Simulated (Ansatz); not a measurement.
Structure: MgTe built on the 4H polytype prototype, at its r2SCAN minimum. It is hexagonal, P6_3mc (No. 186); a = 4.575 Å, c = 14.920 Å in the conventional setting, 33.81 Å³ an atom. Mg has 4 Te at 2.80 Å; Te has 4 Mg at 2.80 Å.

The questions ask for values computed with Ansatz 0.2.0 on this geometry. No magnetic order. The prototype was imposed, so other structures may be more stable.

Problem. What gap does r2SCAN give, and where are the band edges?

Solution. The r2SCAN gap is direct at Γ: 3.13 eV.

Problem. Estimate the gap with PBE on 6×6×2.

Solution. The PBE gap is direct at Γ: 2.44 eV. The gap differs by -0.69 eV from r2SCAN's.

Problem. Estimate the gap with PBE+SOC on 6×6×2.

Solution. With PBE+SOC the valence top lies at k = (-0.003, 0, 0) and the conduction bottom at Γ, 2.174 eV higher; the smallest vertical gap, at Γ, is 2.174 eV. Least and direct gap differ so little that the kind isn't settled. Spin-orbit coupling itself accounts for -0.26 eV. The gap differs by -0.96 eV from r2SCAN's.

Problem. What does HSE06 give for the gap (6×6×2 mesh)?

Solution. The HSE06 gap is direct at Γ: 3.29 eV. The gap differs by +0.16 eV from r2SCAN's.

Problem. Estimate the gap with PBE0 on 6×6×2.

Solution. With PBE0 the gap is 3.92 eV and direct, at Γ. The gap differs by +0.79 eV from r2SCAN's.

Problem. What do these levels agree on?

Solution. r2SCAN covers 81 % of the step from PBE to HSE06. Spin-orbit coupling moves the least or the direct gap by up to 0.26 eV, so it has to be included where a tenth of an eV counts. Direct and least gap lie within 0.04 eV at some levels, so the kind of gap isn't settled.

Only the levels marked +SOC include spin-orbit coupling.

Coordinates of k points refer to the reciprocal vectors of the primitive cell of the runs.
